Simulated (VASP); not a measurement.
Runs of VASP 6.6.1 on HfC. Symmetry: Fm-3m, No. 225, cubic system. Conventional cell: a = 4.650 Å, b = 4.650 Å, c = 4.650 Å, α = 90.00°, β = 90.00°, γ = 90.00°. Hf (site symmetry m-3m) has 6 C at 2.33 Å as nearest neighbours. Around C (site symmetry m-3m) lie 6 Hf at 2.33 Å. 

```tsv
level	gap on the mesh (eV)	pressure (GPa)	relaxed volume (Å³/atom)
BEEF-vdW	none	0.0	12.55
optB86b-vdW	none	0.0	(b)
rev-vdW-DF2	none	0.0	12.40
optPBE-vdW	none	0.0	12.66
optB88-vdW	none	0.0	12.55
vdW-DF-cx	none	-0.1	12.32
vdW-DF	none	0.0	12.91
vdW-DF2	none	0.0	(a)
```

Alike in all rows: task relaxation of cell and atoms; potentials or basis VASP PAW PBE potentials, release 64 (Hf_pv, C); no spin polarisation; cell relaxed; k mesh 10 × 10 × 10; cutoff (eV) 600; smearing fermi-dirac 0.05 eV.

Task: Estimate the missing entries.

Result: (a) 13.20; (b) 12.41.

Caveats: the PAW data sets were made with another functional, which shifts forces and pressure a little.

A k mesh can miss the band edges, and the runs leave out spin-orbit coupling on Hf.

A gap of «none» marks a metal or a gap under the smearing width.
